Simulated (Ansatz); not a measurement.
# TiTe2 (P-3m1) in Ansatz: settings compared

The runs below take TiTe2 through relaxation of cell and atoms, with PBE+D3(BJ), PBE+D4.

Program: Ansatz 0.2.0. These are calculated values, not measurements. Logs are shortened: lines on timing, memory, paths and dates and some standing lists are left out, and cuts for length are marked.

**1. The crystal as given**

Symmetry: P-3m1, No. 164, trigonal system. The conventional cell has a = 3.777 Å, b = 3.777 Å, c = 6.498 Å, α = 90.00°, β = 90.00°, γ = 120.00°. Around Te (site symmetry 3m) lie 3 Ti at 2.77 Å. Ti (site symmetry -3m) is surrounded by 6 Te at 2.77 Å.

**2. Relaxation of cell and atoms, PBE+D3(BJ)**

The input, input.yaml:

```yaml
crystal:
  lattice:
    - [3.777, 0.0, 0.0]
    - [-1.8885, 3.2709779501, 0.0]
    - [0.0, 0.0, 6.498]
  atoms:
    - { symbol: Te, position: [0.3333333333, 0.6666666667, 0.7372] }
    - { symbol: Te, position: [0.6666666667, 0.3333333333, 0.2628] }
    - { symbol: Ti, position: [0.0, 0.0, 0.0] }
hamiltonian:
  xc: pbe
  pseudopotentials: { kind: paw }
  dispersion: d3bj
kpoints:
  mp_grid: { grid: [8, 8, 4] }
scf:
  occupations: { method: fermi_dirac, width: 0.05 }
output:
  forces: true
  stress: true
relax:
  f_tol: 0.01
  max_steps: 40
  cell: { stress_tol: 0.05 }
```

Potentials or basis: Ansatz PAW.

Command:

```console
$ ansatz run input.yaml --threads 2 --pin off --max-ram 5632MiB --backend cpu --events-out ev --progress --plain --runs-dir out
```

Log:

```text
Warning: RAYON_NUM_THREADS=2 ignored (pool sized by the plan → 2); use --threads N
Engine: ansatz 0.2.0, x86_64-unknown-linux-gnu
Pseudopotentials: kind: paw
Pseudopotential: Te, paw, valence charge 16, recommended cutoff 420 eV (normal), Te.paw.azcp
Pseudopotential: Ti, paw, valence charge 12, recommended cutoff 420 eV (normal), Ti.paw.azcp
Functional definition: PBE
  parameter kappa = 0.804
  parameter beta = 0.06672455060314922
  exchange = pbe_x(kappa = kappa, mu = beta*pi^2/3)
  correlation = pbe_c(beta = beta)
Crystal: 3 atoms, lattice volume = 80.279 Å³
Basis set: ecut = 420 eV, 1581 PW (Γ), exchange–correlation on 54×54×90 points (8 copies of the dense FFT grid, shifted against one another)
Bands: 27, of which v1, the nominal top of the filled ones, is band 22 counted from 1 (21 counted from 0)
Symmetry: 12 space group operations
Space group: P-3m1 (ITA 164), of the structure as read, at distance tolerance 4.3e-5 Å
k-points: 35 of 256
Non-local potential: Te, projectors of the file, l = 0: 2, l = 1: 2, l = 2: 2, l = 3: 2
Non-local potential: Ti, projectors of the file, l = 0: 3, l = 1: 2, l = 2: 3, l = 3: 1
PAW form: soft (Blöchl's): semilocal exchange-correlation on the pseudo side does not see the compensation charge
PAW one-centre angular grid: Te, 590 points (default); XC on 64 Gauss nodes
PAW one-centre angular grid: Ti, 590 points (default); XC on 64 Gauss nodes
Initial density: superposition of atomic densities (neutral atoms: chi_scale 0, normalization atom), corrected by the library's trained network
Initial wavefunctions: pseudopotential atomic-orbital guess
Functional: x = pbe(κ = 0.804, μ = 0.2195149727645171), c = pbe(β = 0.06672455060314922)
SCF iter   1: F=—  HF=-16463.159768 eV  |F-HF|=—  |Δ(HF+E_count)|=         —  Δρ=3.18e-3  dr2=1.45e-2  ethr=1.77e-3  ⟨swp⟩=6.1  Hψ=4238  notcnv=0
preconditioner: auto → LDOS  [metal: Δε(μ)=0.058 eV  Ē_g=6.304 eV  σ=0.050 eV  W_gap=0.28  n_scr=22 (ndim 8)  ℏωp=16.6 eV  f_vac=0.014  D(μ)=1.36/eV (n_scr^D=2)  β→1.0]
SCF iter   2: F=—  HF=-16463.160224 eV  |F-HF|=—  |Δ(HF+E_count)|=   4.56e-4  Δρ=3.45e-3  dr2=1.90e-2  ethr=3.30e-5  ⟨swp⟩=2.1  Hψ=2048  notcnv=0
SCF iter   3: F=—  HF=-16463.158092 eV  |F-HF|=—  |Δ(HF+E_count)|=   2.13e-3  Δρ=4.78e-4  dr2=3.92e-4  ethr=3.30e-5  ⟨swp⟩=2.4  Hψ=1238  notcnv=0
SCF iter   4: F=—  HF=-16463.158078 eV  |F-HF|=—  |Δ(HF+E_count)|=   1.42e-5  Δρ=1.15e-4  dr2=1.82e-5  ethr=8.91e-7  ⟨swp⟩=2.0  Hψ=1097  notcnv=0
SCF iter   5: F=—  HF=-16463.158064 eV  |F-HF|=—  |Δ(HF+E_count)|=   1.40e-5  Δρ=3.77e-5  dr2=2.61e-6  ethr=4.13e-8  ⟨swp⟩=2.0  Hψ=1677  notcnv=0
SCF iter   6: F=-16463.158064 eV  HF=-16463.158064 eV  |F-HF|=3.44e-8  |Δ(HF+E_count)|=   2.93e-7  Δρ=9.28e-6  dr2=3.62e-8  ethr=2.27e-10  ⟨swp⟩=4.0  Hψ=4288  notcnv=0
SCF 1 converged in 6 iterations: F = -16463.158064 eV  dr2 = 3.62e-8
relax step   1: F+E_penalty+E_count = -16463.15806356 eV  Δ(F+E_penalty+E_count) = +0.000e0 eV  max|allowed force component| = 1.748e-2 eV/Å  Δτ_max = 0.0000 Å  P = -2.037 GPa  Ω = 80.279 Å³  (6 SCF iters, dr2 threshold 1.00e-7 eV, accepted)
Crystal: 3 atoms, lattice volume = 70.294 Å³
Basis set: ecut = 420 eV, 1353 PW (Γ), exchange–correlation on 54×54×90 points (8 copies of the dense FFT grid, shifted against one another)
Initial density: handed on by an earlier stage of this run
Initial wavefunctions: those handed on with the density
SCF iter   1: F=—  HF=-16463.268265 eV  |F-HF|=—  |Δ(HF+E_count)|=         —  Δρ=2.80e-2  dr2=1.82e0  ethr=3.10e-3  ⟨swp⟩=6.4  Hψ=4119  notcnv=0
preconditioner: auto → Kerker (q_TF=auto, 2.523 Å⁻¹)  [metal: Δε(μ)=0.030 eV  Ē_g=6.503 eV  σ=0.050 eV  W_gap=0.15  n_scr=22 (ndim 8)  ℏωp=17.7 eV  f_vac=0.000  D(μ)=1.95/eV (n_scr^D=10)]
SCF iter   2: F=—  HF=-16463.160380 eV  |F-HF|=—  |Δ(HF+E_count)|=   1.08e-1  Δρ=1.55e-2  dr2=6.61e-1  ethr=3.10e-3  ⟨swp⟩=2.0  Hψ=1377  notcnv=0  defer=1
SCF iter   3: F=—  HF=-16463.095271 eV  |F-HF|=—  |Δ(HF+E_count)|=   6.51e-2  Δρ=2.07e-3  dr2=1.90e-2  ethr=1.50e-3  ⟨swp⟩=2.1  Hψ=1116  notcnv=0  defer=1
SCF iter   4: F=—  HF=-16463.095026 eV  |F-HF|=—  |Δ(HF+E_count)|=   2.45e-4  Δρ=9.75e-4  dr2=9.64e-4  ethr=4.32e-5  ⟨swp⟩=2.0  Hψ=1335  notcnv=0  defer=1
SCF iter   5: F=—  HF=-16463.095059 eV  |F-HF|=—  |Δ(HF+E_count)|=   3.23e-5  Δρ=2.76e-4  dr2=1.51e-4  ethr=2.19e-6  ⟨swp⟩=2.5  Hψ=1602  notcnv=0  defer=1
SCF iter   6: F=—  HF=-16463.095044 eV  |F-HF|=—  |Δ(HF+E_count)|=   1.48e-5  Δρ=8.54e-5  dr2=1.46e-5  ethr=3.44e-7  ⟨swp⟩=2.0  Hψ=1201  notcnv=0  defer=1
SCF iter   7: F=—  HF=-16463.095044 eV  |F-HF|=—  |Δ(HF+E_count)|=   3.32e-7  Δρ=2.66e-5  dr2=7.35e-7  ethr=3.33e-8  ⟨swp⟩=2.0  Hψ=1148  notcnv=0  defer=1
[... 32 lines left out ...]
SCF 4 converged in 6 iterations: F = -16463.191455 eV  dr2 = 2.01e-8
relax step   4: F+E_penalty+E_count = -16463.19145495 eV  Δ(F+E_penalty+E_count) = -1.312e-2 eV  max|allowed force component| = 5.967e-2 eV/Å  Δτ_max = 0.0329 Å  P = +0.070 GPa  Ω = 75.828 Å³  energy of the carried Pulay correction = +6.667e-4 eV  (6 SCF iters, dr2 threshold 3.00e-7 eV, accepted)
Crystal: 3 atoms, lattice volume = 75.496 Å³
iter 1 solved again at ethr=2.65e-6 eV; its pass at ethr=3.10e-3 eV (dr2=1.17e-3 eV) is discarded
SCF iter   1: F=—  HF=-16463.192206 eV  |F-HF|=—  |Δ(HF+E_count)|=         —  Δρ=7.37e-4  dr2=1.21e-3  ethr=2.65e-6  ⟨swp⟩=2.4  Hψ=4549  notcnv=0
preconditioner: auto → Kerker (q_TF=auto, 2.494 Å⁻¹)  [metal: Δε(μ)=0.035 eV  Ē_g=6.494 eV  σ=0.050 eV  W_gap=0.17  n_scr=22 (ndim 8)  ℏωp=17.1 eV  f_vac=0.006  D(μ)=1.39/eV (n_scr^D=2)]
SCF iter   2: F=—  HF=-16463.192101 eV  |F-HF|=—  |Δ(HF+E_count)|=   1.06e-4  Δρ=3.98e-4  dr2=4.13e-4  ethr=2.65e-6  ⟨swp⟩=1.0  Hψ=945  notcnv=0
SCF iter   3: F=—  HF=-16463.192049 eV  |F-HF|=—  |Δ(HF+E_count)|=   5.17e-5  Δρ=6.24e-5  dr2=1.51e-5  ethr=9.38e-7  ⟨swp⟩=1.8  Hψ=1045  notcnv=0
SCF iter   4: F=—  HF=-16463.192023 eV  |F-HF|=—  |Δ(HF+E_count)|=   2.56e-5  Δρ=3.51e-5  dr2=1.96e-6  ethr=3.43e-8  ⟨swp⟩=2.0  Hψ=1145  notcnv=0
iter 5 did not close the SCF: its close was put off for the readings that it lacked (scf_convergence_deferred on its scf_iter line)
SCF iter   5: F=-16463.192023 eV  HF=-16463.192023 eV  |F-HF|=2.06e-8  |Δ(HF+E_count)|=   9.74e-8  Δρ=8.51e-6  dr2=1.44e-7  ethr=4.44e-9  ⟨swp⟩=2.0  Hψ=1223  notcnv=0
SCF iter   6: F=-16463.192024 eV  HF=-16463.192024 eV  |F-HF|=6.62e-10  |Δ(HF+E_count)|=   2.73e-8  Δρ=3.14e-6  dr2=1.20e-8  ethr=3.26e-10  ⟨swp⟩=2.9  Hψ=3667  notcnv=0
SCF 5 converged in 6 iterations: F = -16463.192024 eV  dr2 = 1.20e-8
relax step   5: F+E_penalty+E_count = -16463.19202352 eV  Δ(F+E_penalty+E_count) = -5.686e-4 eV  max|allowed force component| = 1.592e-3 eV/Å  Δτ_max = 0.0107 Å  P = +0.025 GPa  Ω = 75.496 Å³  energy of the carried Pulay correction = +7.179e-4 eV  (6 SCF iters, dr2 threshold 2.23e-7 eV, accepted)
Basis set: ecut = 420 eV, 1485 PW (Γ), exchange–correlation on 50×50×90 points (8 copies of the dense FFT grid, shifted against one another)
Initial wavefunctions: pseudopotential atomic-orbital guess (no wavefunctions were taken with the density)
iter 1 solved again at ethr=2.10e-7 eV; its pass at ethr=3.10e-3 eV (dr2=9.24e-5 eV) is discarded
SCF iter   1: F=—  HF=-16463.191287 eV  |F-HF|=—  |Δ(HF+E_count)|=         —  Δρ=6.00e-5  dr2=3.96e-7  ethr=2.10e-7  ⟨swp⟩=3.2  Hψ=6393  notcnv=0
preconditioner: auto → Kerker (q_TF=auto, 2.494 Å⁻¹)  [metal: Δε(μ)=0.036 eV  Ē_g=6.499 eV  σ=0.050 eV  W_gap=0.18  n_scr=22 (ndim 8)  ℏωp=17.1 eV  f_vac=0.006  D(μ)=1.38/eV (n_scr^D=2)]
SCF iter   2: F=—  HF=-16463.191260 eV  |F-HF|=—  |Δ(HF+E_count)|=   2.68e-5  Δρ=3.08e-5  dr2=1.03e-7  ethr=9.01e-10  ⟨swp⟩=2.0  Hψ=1679  notcnv=0
SCF iter   3: F=—  HF=-16463.191260 eV  |F-HF|=—  |Δ(HF+E_count)|=   2.00e-7  Δρ=6.81e-6  dr2=1.14e-8  ethr=2.35e-10  ⟨swp⟩=2.0  Hψ=1677  notcnv=0
SCF iter   4: F=—  HF=-16463.191260 eV  |F-HF|=—  |Δ(HF+E_count)|=   8.45e-9  Δρ=6.81e-7  dr2=4.64e-10  ethr=2.59e-11  ⟨swp⟩=2.0  Hψ=1224  notcnv=0
SCF iter   5: F=—  HF=-16463.191260 eV  |F-HF|=—  |Δ(HF+E_count)|=  1.89e-10  Δρ=2.62e-7  dr2=9.95e-11  ethr=1.05e-12  ⟨swp⟩=2.2  Hψ=1263  notcnv=0
SCF iter   6: F=-16463.191260 eV  HF=-16463.191260 eV  |F-HF|=3.64e-12  |Δ(HF+E_count)|=  7.64e-11  Δρ=9.03e-8  dr2=1.22e-11  ethr=1.00e-12  ⟨swp⟩=6.6  Hψ=3914  notcnv=0
SCF 6 converged in 6 iterations: F = -16463.191260 eV  dr2 = 1.22e-11
relax step   6: F+E_penalty+E_count = -16463.19126049 eV  Δ(F+E_penalty+E_count) = +7.630e-4 eV  max|allowed force component| = 1.493e-3 eV/Å  Δτ_max = 0.0000 Å  P = +0.028 GPa  Ω = 75.496 Å³  stress off target by 2.88e-2 GPa  SCF on the basis re-selected at this cell (its energy is not comparable with the rows above)  (6 SCF iters)
basis re-selected at this cell: Δ(F+E_penalty+E_count) = +7.630e-4 eV, ΔP = +0.003 GPa vs the last step (what re-selecting the basis moved, of the pressure what is left beyond the Pulay correction that the steps carried, after the strain that the cell walked since its last selection, with what the two solves' SCF thresholds leave and, on support functions, any second-order correction that the steps lacked; it is no measure of the basis error at this ecutwfc). The dense FFT grid was sized anew with the basis: this SCF ran on 25×25×45 points, the steps before it on 27×27×45, so part of this shift can come from that change (see relax.cell in the input reference). This SCF's stress stands 2.88e-2 GPa from its target on what of the cell is left free (relax.cell.stress_tol is 5.00e-2 GPa) and its largest allowed force component is 1.49e-3 eV/Å (relax.f_tol is 1.00e-2 eV/Å): within both
SCF converged after 6 iterations
Free energy (F): -16463.191260 eV
Harris-Foulkes:  -16463.191260 eV  (|F-HF|=3.64e-12)
Internal energy: -16463.179951 eV  (E = F + TS)
E sigma→0 (E₀):  -16463.185606 eV
Entropy (-TS):   -0.011310 eV (-3.770 meV/atom)
Fermi energy:    11.256182 eV
--- Per-component energies (eV) ---
  E_band       = -627.770771
  E_kinetic    = 635.247420
  E_local      = -3201.897010  (includes V_loc(G=0)·N_el)
  E_nonlocal   = -611.795553
  E_hartree    = 1907.168944
  E_xc         = -347.457223
  E_vxc        = -332.205544  (∫ρ·V_xc dr)
  E_paw        = -10372.784965  (= ΣΔE_a)
  E_vpaw       = -931.457605  (= ΣTr[D̂ρ^β])
  E_aug_tail   = -0.000229  (compensation charges beyond the density's cutoff)
  E_ewald      = -4470.091968
  E_disp       = -1.569367  (pairwise vdW)
  E_smearing   = -0.011310  (= −TS)
  E_closure    = -0.000000  (closes the sum)
  Σ components = -16463.191260   (vs F -16463.191260, Δ=0.00e0)
--- Forces (eV/Å), atoms counted from 1 ---
  atom   1  Te    -0.00000000     0.00000000     0.00149289
  atom   2  Te     0.00000000    -0.00000000    -0.00149289
  atom   3  Ti     0.00000000    -0.00000000     0.00000000
  max |Σ_I F_I| component: 2.31e-18 eV/Å
--- Stress (GPa, compression-positive) ---
        0.028837      -0.000000       0.000000
       -0.000000       0.028837       0.000000
       -0.000000       0.000000       0.025047
  P = ⅓ Tr σ = 0.0276 GPa (0.276 kbar)
--- Relaxed structure (5 steps of the walk, 4 accepted, 1 SCFs on fresh bases) ---
  F+E_penalty+E_count = -16463.19126049 eV   max|allowed force component| = 1.493e-3 eV/Å   (the final SCF, on the basis selected at the relaxed cell)
  cell:  # Å, volume = 75.4963 Å³
    - [3.7050715833340435, 2.8103998738606437e-34, -2.021888640799159e-17]
    - [-1.8525357916670218, 3.2086861140071146, 1.0109443203995791e-17]
    - [-3.4784835551762073e-17, -4.835048551847822e-33, 6.350408749385833]
  atoms:
    - { symbol: Te, position: [0.33333333333333326, 0.6666666666666665, 0.7284333797508358] }
    - { symbol: Te, position: [0.6666666666666665, 0.33333333333333326, 0.2715666202491642] }
    - { symbol: Ti, position: [-6.410359523600555e-35, 7.7688006592513e-36, 0.0] }
```

It took 10 s on 2 threads of Intel Xeon 6975P-C (Granite Rapids), shared host; peak memory 0.46 GiB.

What came out:

```yaml
Free_energy: -16463.1913 eV
Relaxed_volume: 25.17 Å³/atom
Relaxed_cell: a = 3.705 Å, b = 3.705 Å, c = 6.350 Å, α = 90.00°, β = 90.00°, γ = 120.00°
Space_group_after_relaxing_to_0.05_Å: P-3m1 (No. 164)
Energy_gained_by_relaxing: 11.1 meV/atom
Ionic_steps: 5
Pressure_after_relaxing: 0.0 GPa
```

The path:
| step | energy change (eV) | largest force (eV/Å) | volume (Å³) |
| --- | --- | --- | --- |
| 1 | 0.0000 | 0.0175 | 80.28 |
| 2 | -0.0203 | 0.3546 | 75.86 |
| 3 | -0.0334 | 0.0597 | 75.83 |
| 4 | -0.0340 | 0.0016 | 75.50 |
| 5 | -0.0332 | 0.0015 | 75.50 |

Final structure:
```
CELL_PARAMETERS angstrom
3.70507 0.00000 0.00000
-1.85254 3.20869 0.00000
0.00000 0.00000 6.35041
ATOMIC_POSITIONS crystal
Te 0.33333 0.66667 0.72843
Te 0.66667 0.33333 0.27157
Ti 0.00000 0.00000 0.00000
```

Caveat: the plane-wave basis is chosen anew once the cell has moved, so the energies of steps on either side of that aren't comparable. The run has no spin-orbit coupling, so splittings on Te are missing.

**3. Relaxation of cell and atoms, PBE+D4**

Changes to input.yaml since step 2:

```diff
@@ -12,3 +12,3 @@
   pseudopotentials: { kind: paw }
-  dispersion: d3bj
+  dispersion: d4
 kpoints:
```

Potentials or basis: Ansatz PAW.

Command:

```console
$ ansatz run input.yaml --threads 2 --pin off --max-ram 5632MiB --backend cpu --events-out ev --progress --plain --runs-dir out
```

It took 10 s on 2 threads of Intel Xeon 6975P-C (Granite Rapids), shared host; peak memory 0.46 GiB.

It converged, with:

| Item | Value |
| --- | --- |
| Free energy | -16462.9551 eV |
| Relaxed volume | 25.71 Å³/atom |
| Relaxed cell | a = 3.728 Å, b = 3.728 Å, c = 6.408 Å, α = 90.00°, β = 90.00°, γ = 120.00° |
| Space group after relaxing (to 0.05 Å) | P-3m1 (No. 164) |
| Energy gained by relaxing | 4.7 meV/atom |
| Ionic steps | 5 |
| Pressure after relaxing | 0.0 GPa |

Step by step:
```
step  energy change (eV)  largest force (eV/Å)  volume (Å³)
   1              0.0000                0.0022        80.28
   2             -0.0120                0.1516        77.46
   3             -0.0147                0.0125        77.16
   4             -0.0147                0.0000        77.14
   5             -0.0142                0.0001        77.14
```

Final structure:
```
CELL_PARAMETERS angstrom
3.72832 0.00000 0.00000
-1.86416 3.22882 0.00000
0.00000 0.00000 6.40786
ATOMIC_POSITIONS crystal
Te 0.33333 0.66667 0.73175
Te 0.66667 0.33333 0.26825
Ti 0.00000 0.00000 0.00000
```

Caveat: the plane-wave basis is chosen anew once the cell has moved, so the energies of steps on either side of that aren't comparable. The run has no spin-orbit coupling, so splittings on Te are missing.
